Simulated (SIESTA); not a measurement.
Rh:

```
Rh
1.0
     0.00000    1.89785    1.89785
     1.89785    0.00000    1.89785
     1.89785    1.89785    0.00000
Rh
1
Direct
  0.00000 0.00000 0.00000
```

Base run:

| Quantity | Value |
| --- | --- |
| Program | SIESTA 5.4.2 |
| Functional | PBE |
| Potentials or basis | PseudoDojo 0.4 standard (PBE files) |
| Basis | DZP (energy shift 0.003 Ry; two zetas on semicore shells) |
| Grid cutoff | 800 Ry |
| Energy shift | 0.003 Ry |
| k mesh | 12 × 12 × 12 |
| Occupations | fermi-dirac, width 0.05 eV |
| Spin | no spin polarisation |

Its results: band gap on the k mesh none (metal or under the smearing width); pressure 11.8 GPa.

Question: The run is repeated on the same cell with these changes: functional from PBE to LDA; potentials or basis from PseudoDojo 0.4 standard (PBE files) to PseudoDojo 0.4 standard (LDA files). What comes out?

Answer: Band gap on the k mesh none (metal or under the smearing width); pressure -5.2 GPa.

Caveats: the basis of atomic orbitals isn't converged, which shifts pressures, moduli and gaps.

Not every run made on this cell is shown here.
